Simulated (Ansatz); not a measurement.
Input and command of a calculation in Ansatz (plane waves; scalar-relativistic PAW potentials unless the input names others):

```yaml
crystal:
  lattice:
    - [0.0, 3.0983193, 3.0983193]
    - [3.0983193, 0.0, 3.0983193]
    - [3.0983193, 3.0983193, 0.0]
  atoms:
    - { symbol: Mg, position: [0.25, 0.25, 0.25] }
    - { symbol: Mg, position: [0.75, 0.75, 0.75] }
    - { symbol: Si, position: [0.0, 0.0, 0.0] }
basis:
  ecutwfc: 420
kpoints:
  mp_grid: { grid: [10, 10, 10] }
hamiltonian:
  xc: pbe
scf:
  occupations: { method: gaussian, width: 5.0 }
  max_iter: 80
output:
  forces: true
  eigenvalues: true
  stress: true
```

```bash
ansatz run input.yaml --threads 1 --pin off --max-ram 1331MiB --backend cpu --events-out ev --progress --plain --runs-dir out
```

Abridged log:
```
Basis set: ecut = 420 eV, 1211 PW (Γ), exchange–correlation on 60×60×60 points (8 copies of the dense FFT grid, shifted against one another)
Bands: 33, of which v1, the nominal top of the filled ones, is band 12 counted from 1 (11 counted from 0)
Symmetry: 48 space group operations
k-points: 47 of 1000
SCF iter   1: F=—  HF=-4490.631591 eV  |F-HF|=—  |Δ(HF+E_count)|=         —  Δρ=1.93e-2  dr2=5.55e-1  ethr=1.77e-3  ⟨swp⟩=4.8  Hψ=6599  notcnv=0
SCF iter   2: F=—  HF=-4490.528874 eV  |F-HF|=—  |Δ(HF+E_count)|=   1.03e-1  Δρ=1.25e-2  dr2=2.39e-1  ethr=1.77e-3  ⟨swp⟩=1.0  Hψ=1927  notcnv=0
SCF iter   3: F=—  HF=-4490.463483 eV  |F-HF|=—  |Δ(HF+E_count)|=   6.54e-2  Δρ=2.47e-3  dr2=5.96e-3  ethr=9.95e-4  ⟨swp⟩=1.2  Hψ=1562  notcnv=0
SCF iter   4: F=—  HF=-4490.464014 eV  |F-HF|=—  |Δ(HF+E_count)|=   5.31e-4  Δρ=1.09e-3  dr2=1.15e-3  ethr=2.48e-5  ⟨swp⟩=2.0  Hψ=2559  notcnv=0
SCF iter   5: F=—  HF=-4490.464040 eV  |F-HF|=—  |Δ(HF+E_count)|=   2.67e-5  Δρ=3.77e-4  dr2=1.67e-4  ethr=4.78e-6  ⟨swp⟩=2.0  Hψ=2162  notcnv=0
SCF iter   6: F=—  HF=-4490.464049 eV  |F-HF|=—  |Δ(HF+E_count)|=   8.85e-6  Δρ=9.72e-5  dr2=6.76e-6  ethr=6.94e-7  ⟨swp⟩=2.0  Hψ=1714  notcnv=0
SCF iter   7: F=—  HF=-4490.464041 eV  |F-HF|=—  |Δ(HF+E_count)|=   7.81e-6  Δρ=1.81e-5  dr2=2.21e-7  ethr=2.82e-8  ⟨swp⟩=2.7  Hψ=2530  notcnv=0
SCF iter   8: F=-4490.464041 eV  HF=-4490.464041 eV  |F-HF|=1.15e-9  |Δ(HF+E_count)|=   2.26e-9  Δρ=2.13e-6  dr2=1.75e-9  ethr=4.17e-10  ⟨swp⟩=6.4  Hψ=5975  notcnv=0
SCF 1 converged in 8 iterations: F = -4490.464041 eV  dr2 = 1.75e-9
SCF converged after 8 iterations
Free energy (F): -4490.464041 eV
Harris-Foulkes:  -4490.464041 eV  (|F-HF|=1.15e-9)
Internal energy: -4475.952866 eV  (E = F + TS)
E sigma→0 (E₀):  -4483.208454 eV
Entropy (-TS):   -14.511175 eV (-4837.058 meV/atom)
Fermi energy:    6.316087 eV
--- Forces (eV/Å), atoms counted from 1 ---
  atom   1  Mg     0.00000000     0.00000000     0.00000000
  atom   2  Mg     0.00000000     0.00000000     0.00000000
  atom   3  Si     0.00000000     0.00000000     0.00000000
--- Stress (GPa, compression-positive) ---
       17.564249       0.000000       0.000000
        0.000000      17.564249       0.000000
        0.000000       0.000000      17.564249
  P = ⅓ Tr σ = 17.5642 GPa (175.642 kbar)
```

Question: Find the fault.

Answer: The fault is a smearing of electronvolts (scf.occupations: {"method": "gaussian", "width": 0.05} → {"method": "gaussian", "width": 5.0}, the first being the value of the sound run). Setting it back cures it. The run converged all the same, with an energy at zero smearing 203 meV/atom above the reference's, pressure 17.56 GPa, largest force 0.000 eV/Å, gap on the mesh 0.44 eV, so convergence alone doesn't show that an input is right. A reference run from the same start on usual settings converged with pressure 5.10 GPa, largest force 0.000 eV/Å, gap on the mesh 0.12 eV.